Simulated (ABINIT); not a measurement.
# ZrS2 (P-3m1) in ABINIT: further runs

Aim: see how the results for ZrS2 move with the level of theory and the settings. Levels: LDA, PBEsol. Tasks: single point.

Program: ABINIT 10.8.3 (patched build). These are calculated values, not measurements. Logs are shortened: lines on timing, memory, paths and dates and some standing lists are left out, and cuts for length are marked. The log counts tension as positive stress, the text compression.

**What was measured.**

“Stress-Tuned Optical Transitions in Layered 1T-MX2 (M= Hf, Zr, Sn; X= S, Se) Crystals”, 2022, arxiv:2210.12074 quotes, for a bulk crystal of ZrS2: band gap 1.68 eV (indirect).

How close the calculation comes is told below.

## (1) The structure

The structure is trigonal, space group P-3m1 (No. 164). Conventional cell: a = 3.691 Å, b = 3.691 Å, c = 6.041 Å, α = 90.00°, β = 90.00°, γ = 120.00°. Zr (site symmetry -3m) is surrounded by 6 S at 2.57 Å. S (site symmetry 3m) has 3 Zr at 2.57 Å as nearest neighbours.

The cell is a database's computed one.

## (2) Single point, LDA

Input file run.abi:

```
pp_dirpath "./"
pseudos "Zr.LDA_PW-JTH.xml, S.LDA_PW-JTH.xml"

acell 6.9757020403 6.9757020403 11.4159810467
rprim
     1.0000000000     0.0000000000     0.0000000000
    -0.5000000000     0.8660254038     0.0000000000
     0.0000000000     0.0000000000     1.0000000000
ntypat 2
znucl 40 16
natom 3
typat 1 2 2
xred
     0.0000000000     0.0000000000     0.0000000000
     0.3333333333     0.6666666667     0.2379099700
     0.6666666667     0.3333333333     0.7620900300

ecut 20.0
pawecutdg 40.0

kptopt 1
ngkpt 10 10 6
nshiftk 1
shiftk 0.0 0.0 0.0

ixc 7

nband 16
occopt 3
tsmear 0.05 eV

nstep 100
tolvrs 1.0e-9

iomode 3
prtwf 0
prtden 0
prteig 0
prtebands 0
enunit 2
```

Potentials or basis: JTH PAW LDA v2.0.

Launch:

```
abinit run.abi > log 2>&1
```

run.abo:

```text
.Version 10.8.3 of ABINIT
 Symmetries : space group P-3 m 1 (#164); Bravais hP (primitive hexag.)
================================================================================
 Values of the parameters that define the memory need of the present run
     intxc =       0    ionmov =       0      iscf =      17    lmnmax =      18
     lnmax =       6     mgfft =      48  mpssoang =       3    mqgrid =    3251
     natom =       3  nloc_mem =       2    nspden =       1   nspinor =       1
    nsppol =       1      nsym =      12    n1xccc =       1    ntypat =       2
    occopt =       3   xclevel =       1
       mpw =        2069          nfft =       43200          nkpt =          72
 PAW method is used; the additional fine FFT grid is defined by:
   mgfftf=        72    nfftf =    115200
================================================================================
================================================================================

--------------------------------------------------------------------------------
------------- Echo of variables that govern the present computation ------------
--------------------------------------------------------------------------------
 -outvars: echo values of preprocessed input variables --------
            acell      6.9757020403E+00  6.9757020403E+00  1.1415981047E+01 Bohr
              amu      9.12240000E+01  3.20660000E+01
             ecut      2.00000000E+01 Hartree
           enunit           2
                       outvar_i_n : Printing only first  50 k-points.
              ixc           7
                       outvar_i_n : Printing only first  50 k-points.
         kptrlatt       10    0    0      0   10    0      0    0    6
          kptrlen      6.84958863E+01
            natom           3
            nband          16
            ngfft          30      30      48
          ngfftdg          40      40      72
             nkpt          72
            nstep         100
             nsym          12
           ntypat           2
                       prtocc : prtvol=0, do not print more k-points.
           occopt           3
        pawecutdg      4.00000000E+01 Hartree
           prtden           0
        prtebands           0
           prteig           0
            prtwf           0
            rprim      1.0000000000E+00  0.0000000000E+00  0.0000000000E+00
                      -5.0000000000E-01  8.6602540380E-01  0.0000000000E+00
                       0.0000000000E+00  0.0000000000E+00  1.0000000000E+00
          spgroup         164
           tolvrs      1.00000000E-09
           tsmear      1.83746611E-03 Hartree
            typat      1  2  2
           useylm           1
                       outvars : Printing only first  50 k-points.
           xangst      0.0000000000E+00  0.0000000000E+00  0.0000000000E+00
                      -5.0148324112E-17  2.1312207074E+00  1.4372324492E+00
                       1.8456912736E+00  1.0656103537E+00  4.6038445567E+00
            xcart      0.0000000000E+00  0.0000000000E+00  0.0000000000E+00
                      -9.4766598245E-17  4.0274234508E+00  2.7159757083E+00
                       3.4878510202E+00  2.0137117254E+00  8.7000053384E+00
             xred      0.0000000000E+00  0.0000000000E+00  0.0000000000E+00
                       3.3333333333E-01  6.6666666667E-01  2.3790997000E-01
                       6.6666666667E-01  3.3333333333E-01  7.6209003000E-01
            znucl       40.00000   16.00000

================================================================================

 chkinp: Checking input parameters for consistency.

================================================================================
== DATASET  1 ==================================================================

--- !DatasetInfo
iteration_state: {dtset: 1, }
dimensions: {natom: 3, nkpt: 72, mband: 16, nsppol: 1, nspinor: 1, nspden: 1, mpw: 2069, }
cutoff_energies: {ecut:  20.0, pawecutdg:  40.0, }
electrons: {nelect:   2.40000000E+01, charge:   0.00000000E+00, occopt:   3.00000000E+00, tsmear:   1.83746611E-03, }
meta: {optdriver: 0, ionmov: 0, optcell: 0, iscf: 17, paral_kgb: 0, }
...

 Exchange-correlation functional for the present dataset will be:
  LDA: Perdew-Wang 92 LSD fit to Ceperley-Alder data - ixc=7
  J.P.Perdew and Y.Wang, PRB 45, 13244 (1992)

 Real(R)+Recip(G) space primitive vectors, cartesian coordinates (Bohr,Bohr^-1):
 R(1)=  6.9757020  0.0000000  0.0000000  G(1)=  0.1433547  0.0827659  0.0000000
 R(2)= -3.4878510  6.0411352  0.0000000  G(2)=  0.0000000  0.1655318  0.0000000
 R(3)=  0.0000000  0.0000000 11.4159810  G(3)=  0.0000000  0.0000000  0.0875965
 Unit cell volume ucvol=  4.8108267E+02 bohr^3
[... 76 lines left out ...]
- [  1.78090051E-04,   0.00000000E+00,   0.00000000E+00, ]
- [  0.00000000E+00,   1.78090051E-04,   0.00000000E+00, ]
- [  0.00000000E+00,   0.00000000E+00,   1.19608988E-04, ]
pressure_GPa:  -4.6661E+00
xred      :
- [  0.0000E+00,   0.0000E+00,   0.0000E+00, Zr]
- [  3.3333E-01,   6.6667E-01,   2.3791E-01,  S]
- [  6.6667E-01,   3.3333E-01,   7.6209E-01,  S]
cartesian_forces: # hartree/bohr
- [ -0.00000000E+00,  -2.37716490E-28,  -0.00000000E+00, ]
- [ -0.00000000E+00,  -2.37716490E-28,  -5.98424373E-03, ]
- [ -0.00000000E+00,   4.75432981E-28,   5.98424373E-03, ]
force_length_stats: {min:   2.37716490E-28, max:   5.98424373E-03, mean:   3.98949582E-03, }
...

 Integrated electronic density in atomic spheres:
 ------------------------------------------------
 Atom  Sphere_radius  Integrated_density
    1        2.22030          8.92281415
    2        1.90380          3.57867533
    3        1.90380          3.57867533

================================================================================

 ----iterations are completed or convergence reached----

 Mean square residual over all n,k,spin=   10.761E-07; max=  42.134E-05
 reduced coordinates (array xred) for    3 atoms
       0.000000000000      0.000000000000      0.000000000000
       0.333333333333      0.666666666667      0.237909970000
       0.666666666667      0.333333333333      0.762090030000
 rms dE/dt=  3.2204E-02; max dE/dt=  6.8316E-02; dE/dt below (all hartree)
    1       0.000000000000      0.000000000000      0.000000000000
    2       0.000000000000      0.000000000000      0.068316012976
    3       0.000000000000     -0.000000000000     -0.068316012976

 cartesian coordinates (angstrom) at end:
    1      0.00000000000000     0.00000000000000     0.00000000000000
    2     -0.00000000000000     2.13122070738770     1.43723244924514
    3      1.84569127363602     1.06561035369385     4.60384455667074

 cartesian forces (hartree/bohr) at end:
    1     -0.00000000000000    -0.00000000000000    -0.00000000000000
    2     -0.00000000000000    -0.00000000000000    -0.00598424372787
    3     -0.00000000000000     0.00000000000000     0.00598424372787
 frms,max,avg= 2.8209995E-03 5.9842437E-03   0.000E+00  0.000E+00  0.000E+00 h/b

 cartesian forces (eV/Angstrom) at end:
    1     -0.00000000000000    -0.00000000000000    -0.00000000000000
    2     -0.00000000000000    -0.00000000000000    -0.30772218497814
    3     -0.00000000000000     0.00000000000000     0.30772218497814
 frms,max,avg= 1.4506163E-01 3.0772218E-01   0.000E+00  0.000E+00  0.000E+00 e/A
 length scales=  6.975702040300  6.975702040300 11.415981046700 bohr
              =  3.691382547272  3.691382547272  6.041077005916 angstroms
 Fermi (or HOMO) energy (hartree) =   0.20227   Average Vxc (hartree)=  -0.36136
 Eigenvalues (hartree) for nkpt=  72  k points:
 kpt#   1, nband= 16, wtk=  0.00167, kpt=  0.0000  0.0000  0.0000 (reduced coord)
  -1.61036   -0.80580   -0.80061   -0.80061   -0.27622   -0.22384    0.02812    0.08309
   0.08309    0.18230    0.18230    0.18341    0.23984    0.23984    0.27005    0.36765
      occupation numbers for kpt#   1
   2.00000    2.00000    2.00000    2.00000    2.00000    2.00000    2.00000    2.00000
   2.00000    1.99996    1.99996    1.99993    0.00000    0.00000    0.00000    0.00000
 prteigrs : prtvol=0 or 1, do not print more k-points.

 Fermi (or HOMO) energy (eV) =   5.50403   Average Vxc (eV)=  -9.83302
 Eigenvalues (   eV  ) for nkpt=  72  k points:
 kpt#   1, nband= 16, wtk=  0.00167, kpt=  0.0000  0.0000  0.0000 (reduced coord)
 -43.82023  -21.92681  -21.78570  -21.78570   -7.51629   -6.09098    0.76517    2.26106
   2.26106    4.96057    4.96057    4.99078    6.52624    6.52624    7.34850   10.00439
 prteigrs : prtvol=0 or 1, do not print more k-points.

--- !EnergyTerms
iteration_state     : {dtset: 1, }
comment             : Components of total free energy in Hartree
kinetic             :  2.07811839793964E+01
hartree             :  1.83767433440821E+01
xc                  : -1.39897070351722E+01
Ewald energy        : -4.66085508619058E+01
psp_core            :  1.05269058820030E+00
local_psp           : -6.32143653639025E+01
PAW spherical_terms :  1.50153622568722E+01
internal            : -6.85866430924295E+01
'-kT*entropy'       : -1.38662834780347E-07
total_energy        : -6.85866432310923E+01
total_energy_eV     : -1.86633764027655E+03
...

--- !EnergyTermsDC
iteration_state     : {dtset: 1, }
comment             : '"Double-counting" decomposition of free energy'
band_energy         : -7.78999278242501E+00
Ewald energy        : -4.66085508619058E+01
psp_core            :  1.05269058820030E+00
xc_dc               : -1.72495983515226E+01
PAW spherical_terms :  2.00881193159993E+00
internal            : -6.85866394760532E+01
'-kT*entropy'       : -1.38662834780347E-07
total_energy_dc     : -6.85866396147160E+01
total_energy_dc_eV  : -1.86633754186994E+03
...

--- !EnergyTermsWithPAWCore
iteration_state     : {dtset: 1, }
comment             : 'Components of total free energy, including PAW core contributions'
Total energy        : -4.39107333753109E+03
Total energy DC     : -4.39107333391472E+03
Total energy (eV)   : -1.19487192621988E+05
Total energy DC (eV): -1.19487192523581E+05
...

 Cartesian components of stress tensor (hartree/bohr^3)
  sigma(1 1)=  1.78090051E-04  sigma(3 2)=  0.00000000E+00
  sigma(2 2)=  1.78090051E-04  sigma(3 1)=  0.00000000E+00
  sigma(3 3)=  1.19608988E-04  sigma(2 1)=  0.00000000E+00

-Cartesian components of stress tensor (GPa)         [Pressure= -4.6661E+00 GPa]
- sigma(1 1)=  5.23959020E+00  sigma(3 2)=  0.00000000E+00
- sigma(2 2)=  5.23959020E+00  sigma(3 1)=  0.00000000E+00
- sigma(3 3)=  3.51901792E+00  sigma(2 1)=  0.00000000E+00

== END DATASET(S) ==============================================================
================================================================================

 -outvars: echo values of variables after computation  --------
            acell      6.9757020403E+00  6.9757020403E+00  1.1415981047E+01 Bohr
           etotal     -6.8586639615E+01
            fcart     -0.0000000000E+00 -2.3771649044E-28 -0.0000000000E+00
                      -0.0000000000E+00 -2.3771649044E-28 -5.9842437279E-03
                      -0.0000000000E+00  4.7543298087E-28  5.9842437279E-03
            rprim      1.0000000000E+00  0.0000000000E+00  0.0000000000E+00
                      -5.0000000000E-01  8.6602540380E-01  0.0000000000E+00
                       0.0000000000E+00  0.0000000000E+00  1.0000000000E+00
           strten      1.7809005110E-04  1.7809005101E-04  1.1960898783E-04
                       0.0000000000E+00  0.0000000000E+00  0.0000000000E+00
           xangst      0.0000000000E+00  0.0000000000E+00  0.0000000000E+00
                      -5.0148324112E-17  2.1312207074E+00  1.4372324492E+00
                       1.8456912736E+00  1.0656103537E+00  4.6038445567E+00
             xred      0.0000000000E+00  0.0000000000E+00  0.0000000000E+00
                       3.3333333333E-01  6.6666666667E-01  2.3790997000E-01
                       6.6666666667E-01  3.3333333333E-01  7.6209003000E-01
 Calculation completed.
```

Wall time 62 s (1 thread of Intel Xeon Platinum 8488C (Sapphire Rapids), shared host); peak memory 0.16 GiB.

Results:

```
Free energy                                           : -1866.3375 eV
Pressure                                              : -4.7 GPa
Largest force                                         : 0.308 eV/Å
Band gap on the k mesh                                : 0.91 eV, indirect (least direct gap 1.54 eV)
Valence electrons inside the program's atomic spheres : Zr 8.92; S 3.58
```

Forces on the atoms (eV/Å):
```
Zr   0.000  0.000  0.000
S    0.000  0.000 -0.308
S    0.000  0.000  0.308
```

Stress tensor (GPa, compression positive):
```
-5.24  0.00  0.00
 0.00 -5.24  0.00
 0.00  0.00 -3.52
```

## (3) Single point, PBEsol

Input file run.abi:

```
# Pseudopotentials
pp_dirpath "./"
pseudos "Zr.GGA_PBE-JTH.xml, S.GGA_PBE-JTH.xml"

# Structure
acell 3*1.0
rprim
     6.9757020403     0.0000000000     0.0000000000
    -3.4878510202     6.0411351761     0.0000000000
     0.0000000000     0.0000000000    11.4159810467
ntypat 2
znucl 40 16
natom 3
typat 1 2 2
xred
     0.0000000000     0.0000000000     0.0000000000
     0.3333333333     0.6666666667     0.2379099700
     0.6666666667     0.3333333333     0.7620900300

# Plane-wave basis
ecut 544.227725 eV
pawecutdg 40.0

# k points
kptopt 1
ngkpt 3 3 2
nshiftk 1
shiftk 0.0 0.0 0.0

# Exchange and correlation
ixc -116133

# Bands and occupations
nband 16
occopt 3
tsmear 0.00183747

# SCF cycle
nstep 100
tolvrs 1.0e-9

# Output
iomode 3
prtwf 0
prteig 0
prtebands 0
enunit 1
prtden 1
prtvha 1
prtvclmb 1
prtpot 1
```

Potentials or basis: JTH PAW PBE v2.0.

Launch:

```
abinit run.abi > log 2>&1
```

Run time: 15 s. Hardware: 1 thread of Intel Xeon Platinum 8488C (Sapphire Rapids), shared host; peak memory 0.12 GiB.

The run converged. Its results:

```yaml
Free_energy: -1857.9269 eV
Pressure: -2.0 GPa
Largest_force: 0.276 eV/Å
Band_gap_on_the_k_mesh: 1.15 eV, indirect (least direct gap 1.52 eV)
Valence_electrons_inside_the_program's_atomic_spheres: Zr 8.91; S 3.58
```

Forces in eV/Å, atoms in the order of the input:
```
Zr   0.000  0.000  0.000
S    0.000  0.000 -0.276
S    0.000  0.000  0.276
```

Stress tensor (GPa, compression positive):
```
-1.93  0.00  0.00
 0.00 -1.93  0.00
 0.00  0.00 -2.08
```

Levels at points of the mesh, in eV from the valence-band top:
| k point | band 8 | band 9 | band 10 | band 11 | band 12 | band 13 | band 14 | band 15 | band 16 |
| --- | --- | --- | --- | --- | --- | --- | --- | --- | --- |
| (0.00, 0.00, 0.00) | -2.75 | -2.75 | -0.02 | -0.02 | 0.00 | 1.52 | 1.52 | 2.35 | 5.01 |
| (0.00, 0.00, 0.50) | -2.72 | -2.72 | -1.57 | -0.12 | -0.12 | 1.49 | 1.49 | 2.67 | 5.30 |

Caveat: the k mesh is coarse (spacing up to 0.66 Å⁻¹), so the values aren't converged; the PAW data sets were made with another functional, which shifts forces and pressure a little; an odd mesh through Γ misses points on the zone boundary, where band edges often lie; this functional lacks dispersion, which binds the layers, so the pressure and a relaxed spacing across them are unreliable.

## (4) For comparison

An earlier run on the cell as given: functional PBE; potentials or basis JTH PAW PBE v2.0; cutoff 544 eV; k mesh 8 × 8 × 5; occupations fermi-dirac, width 0.05 eV; no spin polarisation.

- Pressure: 0.3 GPa
- Largest force: 0.032 eV/Å
- Band gap on the k mesh: 1.05 eV, indirect (least direct gap 1.64 eV)
- Valence electrons inside the program's atomic spheres: Zr 8.91; S 3.60

## (5) The runs side by side

| level | potentials or basis | k mesh | mesh quality | gap on the mesh (eV) | pressure (GPa) | largest force (eV/Å) |
| --- | --- | --- | --- | --- | --- | --- |
| LDA | JTH PAW LDA v2.0 | 10 × 10 × 6 | not flagged | 0.91 | -4.7 | 0.31 |
| PBEsol | JTH PAW PBE v2.0 | 3 × 3 × 2 | coarse | 1.15 | -2.0 | 0.28 |
| PBE | JTH PAW PBE v2.0 | 8 × 8 × 5 | not flagged | 1.05 | 0.3 | 0.03 |

Alike in all rows: task single point; no spin polarisation; cell as given; cutoff (eV) 544; smearing fermi-dirac 0.05 eV.

Caveats: some runs use coarse meshes; an odd mesh through Γ misses points on the zone boundary, where band edges often lie (some runs); this functional lacks dispersion, which binds the layers, so the pressure and a relaxed spacing across them are unreliable (some runs); the PAW data sets were made with another functional, which shifts forces and pressure a little (some runs).

Absolute energies hang on the potentials; compare differences alone.

## (6) How close it comes

Step 2. Against the measured gap of ZrS2, 1.68 eV (indirect; quoted in “Stress-Tuned Optical Transitions in Layered 1T-MX2 (M= Hf, Zr, Sn; X= S, Se) Crystals”, 2022, arxiv:2210.12074), the calculated 0.91 eV is off by -0.77 eV. Spin-orbit coupling on Zr is left out. The value is that of LDA on a finite k mesh, which can miss the band edges, without temperature or zero-point motion. Semilocal functionals fall short of measured gaps as a rule. The cell is a database's relaxed one, not the measured one, which moves gaps too.
